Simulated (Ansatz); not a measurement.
Runs of Ansatz 0.2.0 on Ge. The structure is tetragonal, space group P4_32_12 (No. 96). The conventional cell has a = 5.930 Å, b = 5.930 Å, c = 6.980 Å, α = 90.00°, β = 90.00°, γ = 90.00°. Ge (site symmetry 1) is surrounded by 4 Ge at 2.44 to 2.55 Å. Ge (site symmetry 2) has 4 Ge at 2.44 to 2.55 Å as nearest neighbours. This isn't the form of Ge at room conditions, which is diamond.

```tsv
level	cutoff (eV)	gap on the mesh (eV)	pressure (GPa)	relaxed volume (Å³/atom)
LDA	420	(c)	0.0	19.87
PBEsol	420	(b)	0.0	20.38
RPBE	420	0.55	0.0	(a)
revPBE	420	0.56	0.0	22.01
r2SCAN	500	0.98	0.0	20.90
BLYP	420	0.35	0.0	23.65
```

Alike in all rows: task relaxation of cell and atoms; potentials or basis Ansatz PAW; no spin polarisation; cell relaxed; k mesh 5 × 5 × 4; smearing fermi-dirac 0.05 eV.

Q: Estimate the missing entries.

A: (a) 22.23; (b) 0.61; (c) 0.66.

Caveats: odd divisions of the mesh miss points on the zone boundary, where band edges often lie, so the gap on the mesh can be too wide; the plane-wave basis is chosen anew once the cell has moved, so the energies of steps on either side of that aren't comparable; the PAW data sets come from PBE, with cores solved anew for the run's functional, which leaves a small shift of forces and pressure; the volume moved by over 15 % at a fixed basis, so the end points are rough (some runs).

A k mesh can miss the band edges, and the runs leave out spin-orbit coupling on Ge.

Runs at the PBE level aren't shown here.
